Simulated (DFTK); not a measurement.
Here is a DFTK 0.8.2 calculation.

File run.jl:

```julia
using DFTK
using PseudoPotentialData
using Unitful, UnitfulAtomic
using LinearAlgebra, Printf
include("save.jl")
disable_threading()

lines     = readlines("POSCAR")
lattice   = austrip(1u"Å") * parse(Float64, lines[2]) * hcat([parse.(Float64, split(l)) for l in lines[3:5]]...)
symbols   = vcat([fill(Symbol(s), parse(Int, n)) for (s, n) in zip(split(lines[6]), split(lines[7]))]...)
positions = [parse.(Float64, split(l)[1:3]) for l in lines[9:8+length(symbols)]]
pseudopotentials = Dict(:Ga => "Ga.upf", :N => "N.upf")
elements = Dict(s => ElementPsp(s, pseudopotentials; rcut=10.0) for s in unique(symbols))
atoms    = [elements[s] for s in symbols]

build_model(lattice, positions; symmetries=true) =
    model_DFT(lattice, atoms, positions;
              functionals=PBEsol(),
              temperature=austrip(0.05u"eV"),
              smearing=Smearing.FermiDirac(),
              symmetries)
Ecut  = 30.0  # hartree
kgrid = [9, 9, 4]
tol   = 1e-6
to_GPa = ustrip(uconvert(u"GPa", 1u"hartree/bohr^3"))

model = build_model(lattice, positions)
basis = PlaneWaveBasis(model; Ecut, kgrid)
display(basis)
scfres = self_consistent_field(basis;
                               tol,
                               nbandsalg=AdaptiveBands(model; n_bands_converge=23))
display(scfres.energies)
@printf "Fermi level: %.6f eV\n" ustrip(auconvert(u"eV", something(scfres.εF, NaN)))
forces = compute_forces_cart(scfres)
println("Forces (eV/Å)")
for (s, f) in zip(symbols, forces)
    @printf "%-3s %12.6f %12.6f %12.6f\n" s ustrip.(auconvert.(u"eV/Å", f))...
end
stress = compute_stresses_cart(scfres)
println("Stress (GPa)")
display(round.(stress * to_GPa; digits=4))
println("Levels at the first k-point (eV): ", round.(ustrip.(auconvert.(u"eV", scfres.eigenvalues[1][1:scfres.n_bands_converge])); digits=4))
save_scf!(scfres; forces, stress)

points = Dict("G" => [0.0, 0.0, 0.0], "A" => [0.0, 0.0, 0.5], "H" => [0.3333333333, 0.3333333333, 0.5], "K" => [0.3333333333, 0.3333333333, 0.0], "L" => [0.5, 0.0, 0.5], "M" => [0.5, 0.0, 0.0])
segments = [("G", "M", 6), ("M", "K", 4), ("K", "G", 7), ("G", "A", 3), ("A", "L", 6), ("L", "H", 4), ("H", "A", 7), ("L", "M", 3), ("K", "H", 3)]
kcoords = vcat([[points[a] + t * (points[b] - points[a]) for t in range(0, 1, n)] for (a, b, n) in segments]...)
bands = compute_bands(scfres, ExplicitKpoints(kcoords); n_bands=25, tol=1e-5)
for (k, ε) in zip(bands.basis.kpoints, bands.eigenvalues)
    @printf "%d %8.4f %8.4f %8.4f " k.spin k.coordinate...
    println(join([@sprintf("%9.4f", e) for e in ustrip.(auconvert.(u"eV", ε .- scfres.εF))]))
end
results["band_energies"] = rows(bands.eigenvalues); results["band_kpoints"] = rows(kcoords)
```

File POSCAR:

```
GaN
1.0
    3.1800000000      0.0000000000      0.0000000000
   -1.5900000000      2.7539607840      0.0000000000
    0.0000000000      0.0000000000      5.1660000000
Ga N
2 2
Direct
    0.6666666667      0.3333333333      0.5000000000
    0.3333333333      0.6666666667      0.0000000000
    0.6666666667      0.3333333333      0.8750000000
    0.3333333333      0.6666666667      0.3750000000
```

Potentials or basis: SPMS 1.0 (PBE).

The run is started by

```sh
$ julia --threads=1 run.jl  # save.jl only writes the numbers to a file and isn't shown; printed stress counts tension as positive; times include loading and compiling
```

(1) Estimate the band gap on the k mesh.

(2) Predict the largest force.

(3) What does it give for the band gap along the path?

## Answers

(1) 1.90 eV, direct.

(2) 0.131 eV/Å.

(3) 1.90 eV, direct.

Caveat: the cutoff is short for these potentials, so energies and forces aren't converged, fitted volumes are rough and the log's stress (off by 3 to 10 GPa or more in trials) isn't used; the potentials were made for another functional, which shifts forces and pressure.

**The experiment to reproduce.**

From “Studying electronic properties in GaN without electrical contacts using γ-γ vs e−-γ Perturbed Angular Correlations”, 2019, pmc:6823545, for a bulk crystal of GaN: band gap 3.503 ± 0.005 eV (direct).

A measured gap of GaN is 3.503 eV (direct; quoted in “Studying electronic properties in GaN without electrical contacts using γ-γ vs e−-γ Perturbed Angular Correlations”, 2019, pmc:6823545); the calculated 1.90 eV misses it by -1.61 eV. Spin-orbit coupling on Ga is left out. The value is that of PBEsol, without temperature or zero-point motion. Semilocal functionals fall short of measured gaps as a rule.
